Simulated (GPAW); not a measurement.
# SiC (Moissanite) (P6_3mc) in GPAW: settings compared

Aim: see how the results for SiC (Moissanite) move with the level of theory and the settings. Levels: AM05, PBE. Tasks: relaxation of cell and atoms, single point.

Program: GPAW 26.7.0. These are calculated values, not measurements. Logs are shortened: lines on timing, memory, paths and dates and some standing lists are left out, and cuts for length are marked. The log counts tension as positive stress, the text compression.

**1. The crystal as given**

It takes space group P6_3mc (No. 186, hexagonal). Conventional cell: a = 3.076 Å, b = 3.076 Å, c = 5.048 Å, α = 90.00°, β = 90.00°, γ = 120.00°. Si (site symmetry 3m) is surrounded by 4 C at 1.87 to 1.94 Å. Around C (site symmetry 3m) lie 4 Si at 1.87 to 1.94 Å.

**2. Relaxation of cell and atoms, AM05, target pressure 1 GPa, at which the enthalpy is minimised**

Contents of run.py:

```python
from ase.filters import FrechetCellFilter
from ase.io import read, write
from ase.optimize import BFGS
from ase.units import GPa
from gpaw import GPAW, PW, setup_paths

setup_paths.insert(0, '.')

atoms = read('SiC.cif')

calc = GPAW(mode=PW(800),
            xc='AM05',
            kpts={'size': (7, 7, 4), 'gamma': True},
            occupations={'name': 'fermi-dirac', 'width': 0.05},
            nbands=18,
            convergence={'density': 1e-06, 'energy': 1e-06, 'eigenstates': 1e-10},
            maxiter=150,
            txt='gpaw.txt')
atoms.calc = calc
opt = BFGS(FrechetCellFilter(atoms, scalar_pressure=1 * GPa), trajectory='relax.traj', logfile='-')
done = opt.run(fmax=0.01, steps=60)
calc.write('gs.gpw')
write('result.traj', atoms)
print('Converged:', done)
print('Cell:', atoms.cell.cellpar().round(4))
print('Volume:', round(atoms.get_volume(), 4))
print(atoms.get_scaled_positions().round(5))
```

Contents of SiC.cif:

```cif
data_SiC
_cell_length_a 3.07600000
_cell_length_b 3.07600000
_cell_length_c 5.04800000
_cell_angle_alpha 90.00000000
_cell_angle_beta 90.00000000
_cell_angle_gamma 120.00000000
_space_group_name_H-M_alt 'P6_3mc'
_space_group_name_Hall 'P 6c -2c'
_space_group_IT_number 186
loop_
_space_group_symop_operation_xyz
'x,y,z'
'x-y,x,z+1/2'
'-y,x-y,z'
'-x,-y,z+1/2'
'-x+y,-x,z'
'y,-x+y,z+1/2'
'y,x,z+1/2'
'x,x-y,z'
'x-y,-y,z+1/2'
'-y,-x,z'
'-x,-x+y,z+1/2'
'-x+y,y,z'
loop_
_atom_site_label
_atom_site_type_symbol
_atom_site_symmetry_multiplicity
_atom_site_Wyckoff_symbol
_atom_site_fract_x
_atom_site_fract_y
_atom_site_fract_z
_atom_site_occupancy
Si1 Si 2 b 0.6666666667 0.3333333333 0.5000000000 1
C1 C 2 b 0.6666666667 0.3333333333 0.8850000000 1
```

Potentials or basis: PAW data sets generated in the run's folder for this functional, pw.

Run with:

```sh
$ gpaw-setup -f AM05 C Si
$ OMP_NUM_THREADS=1 python run.py
```

gpaw.txt:

```text
__  _  _
 | _ |_)|_||  |
 |__||  | ||/\| - 26.7.0

Input parameters:
  mode=PW(ecut=800.0),
  convergence={'density': 1e-06, 'energy': 1e-06, 'eigenstates': 1e-10},
  kpts=MonkhorstPack(size=(7, 7, 4), gamma=True),
  maxiter=150,
  nbands=18,
  occupations=Occupations(name='fermi-dirac', width=0.05),
  xc=XC(name='AM05')

Diagonalizing LCAO Hamiltonian
Converting LCAO to pw mode

           C

           Si
        C

        Si

Atoms  # Å, Bohr magnetons
|   | symbol |        x |        y |        z |    initial magnetic moments |
|---|--------|----------|----------|----------|-----------------------------|
| 0 |     Si | 1.538000 | 0.887965 | 2.524000 | ( 0.0000,  0.0000,  0.0000) |
| 1 |     Si | 0.000000 | 1.775929 | 0.000000 | ( 0.0000,  0.0000,  0.0000) |
| 2 |      C | 1.538000 | 0.887965 | 4.467480 | ( 0.0000,  0.0000,  0.0000) |
| 3 |      C | 0.000000 | 1.775929 | 1.943480 | ( 0.0000,  0.0000,  0.0000) |

Unit cell  # Å
| periodic |         x |        y |        z |  lengths |     angles |
|----------|-----------|----------|----------|----------|------------|
|      yes |  3.076000 | 0.000000 | 0.000000 | 3.076000 |  90.000000 |
|      yes | -1.538000 | 2.663894 | 0.000000 | 3.076000 |  90.000000 |
|      yes |  0.000000 | 0.000000 | 5.048000 | 5.048000 | 120.000000 |

Number of symmetries: 6
Symmetry operations  # r_c * U_cc + t_c -> r_c
|   | kind |            matrix            |
|---|------|------------------------------|
| 0 |  σ   |  1, 1, 0,  0,-1, 0,  0, 0, 1 |
| 1 |  E   |  1, 0, 0,  0, 1, 0,  0, 0, 1 |
| 2 |  C3  |  0, 1, 0, -1,-1, 0,  0, 0, 1 |
| 3 |  σ   |  0,-1, 0, -1, 0, 0,  0, 0, 1 |
| 4 |  σ   | -1, 0, 0,  1, 1, 0,  0, 0, 1 |
| 5 |  C3  | -1,-1, 0,  1, 0, 0,  0, 0, 1 |
[... 131 lines left out ...]
SCF iterations
|iter     | |      energy | eigst |  dens |
|---------|-|-------------|-------|-------|
|iter:   1| |  -34.052961 | -0.14 |       |
|iter:   2| |  -33.331258 | -2.20 | -0.57 |
|iter:   3| |  -30.876065 | -0.77 | -0.62 |
|iter:   4| |  -30.879978 | -2.75 | -1.33 |
|iter:   5| |  -30.884713 | -3.43 | -1.71 |
|iter:   6| |  -30.884873 | -5.27 | -2.69 |
|iter:   7| |  -30.884885 | -6.54 | -3.32 |
|iter:   8| |  -30.884885c| -7.98 | -4.11 |
|iter:   9| |  -30.884885c| -8.70 | -4.59 |
|iter:  10| |  -30.884885c|-10.00 | -5.26 |
|iter:  11| |  -30.884885c|-10.98c| -5.73 |
|iter:  12| |  -30.884885c|-10.34c| -6.05c|

Converged in 12 steps
Energy contributions relative to reference atoms: (reference = -17764.734521)

Energy contributions:
  Kinetic:          33.445236
  Coulomb:         -28.254790
  Zero:             -0.032589
  External:          0.000000
  Xc:              -36.042742
  Entropy:          -0.000000
  Spinorbit:         0.000000
  ----------------------------
  Free energy:     -30.884885
  Extrapolated:    -30.884885
[... 26 lines left out ...]
Gap: 2.494 eV
Transition (v -> c):
  (s=0, k=0, n=7, [0.00, 0.00, 0.00]) -> (s=0, k=22, n=8, [0.43, 0.29, 0.00])
Direct/indirect transitions are different
Direct gap: 4.035 eV
Transition at: (s=0, k=19, n=7, [0.43, 0.00, 0.00])

Stress tensor  # eV/Ang^3
|         x |         y |        z |
|-----------|-----------|----------|
| -0.017491 |  0.000000 | 0.000000 |
|  0.000000 | -0.017491 | 0.000000 |
|  0.000000 |  0.000000 | 0.015893 |

Forces  # eV/Ang
|       x |        y |        z |
|---------|----------|----------|
| 0.00000 |  0.00000 |  0.75457 |  # Si   0
| 0.00000 |  0.00000 |  0.75457 |  # Si   1
| 0.00000 | -0.00000 | -0.75454 |  # C    2
| 0.00000 |  0.00000 | -0.75453 |  # C    3

Interpolating wave functions to new cell

           C

           Si
        C
[... 213 lines left out ...]
Gap: 2.519 eV
Transition (v -> c):
  (s=0, k=0, n=7, [0.00, 0.00, 0.00]) -> (s=0, k=22, n=8, [0.43, 0.29, 0.00])
Direct/indirect transitions are different
Direct gap: 3.974 eV
Transition at: (s=0, k=19, n=7, [0.43, 0.00, 0.00])

Stress tensor  # eV/Ang^3
|         x |         y |        z |
|-----------|-----------|----------|
| -0.010115 |  0.000000 | 0.000000 |
|  0.000000 | -0.010115 | 0.000000 |
|  0.000000 |  0.000000 | 0.004996 |

Forces  # eV/Ang
|       x |        y |        z |
|---------|----------|----------|
| 0.00000 |  0.00000 |  0.41193 |  # Si   0
| 0.00000 |  0.00000 |  0.41193 |  # Si   1
| 0.00000 | -0.00000 | -0.41184 |  # C    2
| 0.00000 |  0.00000 | -0.41184 |  # C    3

Interpolating wave functions to new cell

           C

           Si
        C
[... 220 lines left out ...]
Stress tensor  # eV/Ang^3
|         x |         y |         z |
|-----------|-----------|-----------|
| -0.002214 | -0.000000 |  0.000000 |
| -0.000000 | -0.002214 |  0.000000 |
|  0.000000 |  0.000000 | -0.010312 |

Forces  # eV/Ang
|        x |        y |        z |
|----------|----------|----------|
|  0.00000 |  0.00000 | -0.04536 |  # Si   0
|  0.00000 | -0.00000 | -0.04536 |  # Si   1
| -0.00000 |  0.00000 |  0.04542 |  # C    2
| -0.00000 |  0.00000 |  0.04541 |  # C    3

Interpolating wave functions to new cell

           C

           Si
        C

        Si

Atoms  # Å, Bohr magnetons
|   | symbol |        x |        y |        z |    initial magnetic moments |
|---|--------|----------|----------|----------|-----------------------------|
| 0 |     Si | 1.538890 | 0.888479 | 2.542431 | ( 0.0000,  0.0000,  0.0000) |
| 1 |     Si | 0.000000 | 1.776958 | 0.022317 | ( 0.0000,  0.0000,  0.0000) |
| 2 |      C | 1.538890 | 0.888479 | 4.438288 | ( 0.0000,  0.0000,  0.0000) |
| 3 |      C | 0.000000 | 1.776958 | 1.918174 | ( 0.0000,  0.0000,  0.0000) |

Unit cell  # Å
| periodic |         x |        y |         z |  lengths |     angles |
|----------|-----------|----------|-----------|----------|------------|
|      yes |  3.077781 | 0.000000 | -0.000000 | 3.077781 |  90.000000 |
|      yes | -1.538890 | 2.665436 |  0.000000 | 3.077781 |  90.000000 |
|      yes |  0.000000 | 0.000000 |  5.040227 | 5.040227 | 120.000000 |

Number of symmetries: 6
Symmetry operations  # r_c * U_cc + t_c -> r_c
|   | kind |            matrix            |
|---|------|------------------------------|
| 0 |  σ   |  1, 1, 0,  0,-1, 0,  0, 0, 1 |
| 1 |  E   |  1, 0, 0,  0, 1, 0,  0, 0, 1 |
| 2 |  C3  |  0, 1, 0, -1,-1, 0,  0, 0, 1 |
| 3 |  σ   |  0,-1, 0, -1, 0, 0,  0, 0, 1 |
| 4 |  σ   | -1, 0, 0,  1, 1, 0,  0, 0, 1 |
| 5 |  C3  | -1,-1, 0,  1, 0, 0,  0, 0, 1 |
[... 190 lines left out ...]
Stress tensor  # eV/Ang^3
|         x |         y |         z |
|-----------|-----------|-----------|
| -0.003457 | -0.000000 |  0.000000 |
|  0.000000 | -0.003457 | -0.000000 |
|  0.000000 |  0.000000 | -0.008350 |

Forces  # eV/Ang
|        x |       y |        z |
|----------|---------|----------|
|  0.00000 | 0.00000 |  0.00569 |  # Si   0
| -0.00000 | 0.00000 |  0.00566 |  # Si   1
|  0.00000 | 0.00000 | -0.00563 |  # C    2
|  0.00000 | 0.00000 | -0.00560 |  # C    3

Interpolating wave functions to new cell

           C

           Si
        C

        Si

Atoms  # Å, Bohr magnetons
|   | symbol |        x |        y |        z |    initial magnetic moments |
|---|--------|----------|----------|----------|-----------------------------|
| 0 |     Si | 1.538696 | 0.888366 | 2.542687 | ( 0.0000,  0.0000,  0.0000) |
| 1 |     Si | 0.000000 | 1.776733 | 0.022319 | ( 0.0000,  0.0000,  0.0000) |
| 2 |      C | 1.538696 | 0.888366 | 4.438737 | ( 0.0000,  0.0000,  0.0000) |
| 3 |      C | 0.000000 | 1.776733 | 1.918370 | ( 0.0000,  0.0000,  0.0000) |

Unit cell  # Å
| periodic |         x |        y |        z |  lengths |     angles |
|----------|-----------|----------|----------|----------|------------|
|      yes |  3.077391 | 0.000000 | 0.000000 | 3.077391 |  90.000000 |
|      yes | -1.538696 | 2.665099 | 0.000000 | 3.077391 |  90.000000 |
|      yes |  0.000000 | 0.000000 | 5.040736 | 5.040736 | 120.000000 |

Number of symmetries: 6
Symmetry operations  # r_c * U_cc + t_c -> r_c
|   | kind |            matrix            |
|---|------|------------------------------|
| 0 |  σ   |  1, 1, 0,  0,-1, 0,  0, 0, 1 |
| 1 |  E   |  1, 0, 0,  0, 1, 0,  0, 0, 1 |
| 2 |  C3  |  0, 1, 0, -1,-1, 0,  0, 0, 1 |
| 3 |  σ   |  0,-1, 0, -1, 0, 0,  0, 0, 1 |
| 4 |  σ   | -1, 0, 0,  1, 1, 0,  0, 0, 1 |
| 5 |  C3  | -1,-1, 0,  1, 0, 0,  0, 0, 1 |
[... 189 lines left out ...]
Stress tensor  # eV/Ang^3
|         x |         y |         z |
|-----------|-----------|-----------|
| -0.003943 |  0.000000 |  0.000000 |
|  0.000000 | -0.003943 | -0.000000 |
|  0.000000 | -0.000000 | -0.008034 |

Forces  # eV/Ang
|        x |       y |        z |
|----------|---------|----------|
| -0.00000 | 0.00000 |  0.00816 |  # Si   0
|  0.00000 | 0.00000 |  0.00818 |  # Si   1
|  0.00000 | 0.00000 | -0.00810 |  # C    2
|  0.00000 | 0.00000 | -0.00811 |  # C    3

Interpolating wave functions to new cell

           C

           Si
        C
[... 218 lines left out ...]
Stress tensor  # eV/Ang^3
|         x |         y |         z |
|-----------|-----------|-----------|
| -0.006442 |  0.000000 | -0.000000 |
|  0.000000 | -0.006442 |  0.000000 |
|  0.000000 |  0.000000 | -0.006740 |

Forces  # eV/Ang
|        x |        y |        z |
|----------|----------|----------|
| -0.00000 |  0.00000 |  0.00468 |  # Si   0
| -0.00000 |  0.00000 |  0.00469 |  # Si   1
| -0.00000 |  0.00000 | -0.00461 |  # C    2
|  0.00000 | -0.00000 | -0.00462 |  # C    3

# Writing to gs.gpw (mode='')
```

Run time: 1.7 min. Hardware: 1 thread of Arm Neoverse V2, shared host; peak memory 0.23 GiB.

What came out:

```yaml
Free_energy: -30.9207 eV
Relaxed_volume: 10.33 Å³/atom
Relaxed_cell: a = 3.075 Å, b = 3.075 Å, c = 5.044 Å, α = 90.00°, β = 90.00°, γ = 120.00°
Space_group_after_relaxing_to_0.05_Å: P6_3mc (No. 186)
Energy_change_on_relaxing_the_enthalpy_is_what_falls: -8.9 meV/atom
Ionic_steps: 6
Pressure_after_relaxing: 1.0 GPa
Largest_force_after_relaxing: 0.005 eV/Å
Band_gap_on_the_k_mesh: 2.45 eV, indirect (least direct gap 3.93 eV)
```

Forces in eV/Å, atoms in the order of the input:
```
Si   0.000  0.000  0.005
Si   0.000  0.000  0.005
C    0.000  0.000 -0.005
C    0.000  0.000 -0.005
```

Step by step:
```
step  energy change (eV)  largest force (eV/Å)  pressure (GPa)  volume (Å³)
   1              0.0000                0.7546            1.02        41.36
   2             -0.0261                0.4119            0.81        41.36
   3             -0.0358                0.0454            0.79        41.35
   4             -0.0359                0.0057            0.82        41.35
   5             -0.0360                0.0082            0.85        41.34
   6             -0.0358                0.0047            1.05        41.31
```

Final structure:
```xyz
4
Lattice="3.0752 0.0000 0.0000 -1.5376 2.6632 0.0000 0.0000 0.0000 5.0436" Properties=species:S:1:pos:R:3 pbc="T T T"
Si    1.5376    0.8877    2.5446
Si    0.0000    1.7755    0.0228
C     1.5376    0.8877    4.4408
C     0.0000    1.7755    1.9190
```

Caveat: later steps reuse the first step's grids; an odd mesh through Γ misses points on the zone boundary, where band edges often lie.

**3. Single point, PBE**

Contents of run.py:

```python
from ase.dft.bandgap import bandgap
from ase.io import read, write
from ase.units import GPa
from gpaw import GPAW, PW

atoms = read('SiC.cif')

calc = GPAW(mode=PW(340),
            xc='PBE',
            kpts={'size': (7, 7, 4), 'gamma': True},
            occupations={'name': 'fermi-dirac', 'width': 0.05},
            nbands=18,
            convergence={'density': 1e-05, 'energy': 1e-05},
            maxiter=100,
            txt='gpaw.txt')
atoms.calc = calc
energy = atoms.get_potential_energy()
forces = atoms.get_forces()
stress = atoms.get_stress()
calc.write('gs.gpw')
write('result.traj', atoms)
print(f'Energy: {energy:.6f} eV')
print('Forces (eV/A):')
print(forces.round(4))
print('Stress (GPa):', (stress / GPa).round(3))
print('Fermi level:', round(calc.get_fermi_level(), 4), 'eV')
print(f'Gap: {bandgap(calc)[0]:.4f} eV, direct: {bandgap(calc, direct=True)[0]:.4f} eV')
```

SiC.cif is that of step 2.

Potentials or basis: GPAW PAW data sets (gpaw-data 1.2.1), pw.

Run with:

```sh
$ OMP_NUM_THREADS=1 python run.py
```

Wall time 6.3 s (1 thread of Arm Neoverse V2, shared host); peak memory 0.13 GiB.

The run converged, but some of its settings lie outside the range that counts as converged, so its numbers aren't taken as properties of the crystal.

Results:

| Property | Result |
| --- | --- |
| Free energy | -29.3042 eV |
| Pressure | -4.3 GPa |
| Largest force | 0.783 eV/Å |
| Band gap on the k mesh | 2.61 eV, indirect (least direct gap 4.11 eV) |

Caveat: the cutoff is short for stress and forces, so pressures can be off by a GPa or more; an odd mesh through Γ misses points on the zone boundary, where band edges often lie.
